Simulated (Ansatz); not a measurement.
HfN: clamped-ion strain scan

Computed with DFT PBEsol, scalar-relativistic, plane waves, PAW (Ansatz). The runs took a 420 eV cutoff, a Γ-centred 22×22×22 mesh and Gaussian smearing (0.15 eV). Spin–orbit coupling is left out, which can shift energies with elements as heavy as these. No spin polarisation. Energies are free energies at this smearing, counted from the undisturbed cell; pressure is positive in compression.

The undisturbed cell (relaxed at this level; this zinc-blende form isn't the usual structure):

```
Hf N
1.0
     0.00000    2.43353    2.43353
     2.43353    0.00000    2.43353
     2.43353    2.43353    0.00000
Hf N
1 1
Direct
  0.00000 0.00000 0.00000
  0.75000 0.75000 0.75000
```

The cell is strained by ε times the Voigt pattern (1, -1, 0, 0, 0, 0) (xx, yy, zz, yz, xz, xy; engineering shear) with fractional coordinates fixed. The cell is metallic on the mesh throughout.

| ε | ΔE (meV/atom) |
| --- | --- |
| -0.1500 | 249.7 |
| -0.0750 | 73.9 |
| 0.0000 | 0.0 |
| 0.1125 | 155.5 |

(1) Predict the stress summed along the pattern (GPa, tension positive) at each point.

## Answers

(1)
| ε | stress summed along the pattern (GPa, tension positive) |
| --- | --- |
| -0.1500 | -29.46 |
| -0.0750 | -21.11 |
| 0.0000 | 0.00 |
| 0.1125 | 27.04 |